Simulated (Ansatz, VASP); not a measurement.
## Two plane-wave programs on ZrS

```
CELL_PARAMETERS angstrom
0.00000 2.61268 2.61268
2.61268 0.00000 2.61268
2.61268 2.61268 0.00000
ATOMIC_POSITIONS crystal
Zr 0.50000 0.50000 0.50000
S 0.00000 0.00000 0.00000
```

Alike in both runs: functional r2SCAN; k mesh 14 × 14 × 14; occupations gaussian, width 0.1 eV; no spin polarisation.

Ansatz relaxed the structure, and its values are those at the end. VASP's run is a single point on that final structure, the one shown.

|  | VASP | Ansatz |
| --- | --- | --- |
| version | VASP 6.6.1 | Ansatz 0.2.0 |
| potentials or method | VASP PAW PBE potentials, release 64 (Zr_sv, S) | scalar-relativistic, plane waves, PAW |
| plane-wave cutoff (eV) | 520 | 500 |
| valence electrons in the cell | 18 | 18 |

|  | VASP | Ansatz | Ansatz less VASP |
| --- | --- | --- | --- |
| gap on the k mesh at the Fermi level (eV) | none | none | - |
| pressure (GPa) | -0.1 | -0.1 | 0.00 |

A gap of «none» marks a metal or a gap that the smearing closes.

Caveats: the PAW data sets were made with another functional, which shifts forces and pressure a little (VASP).
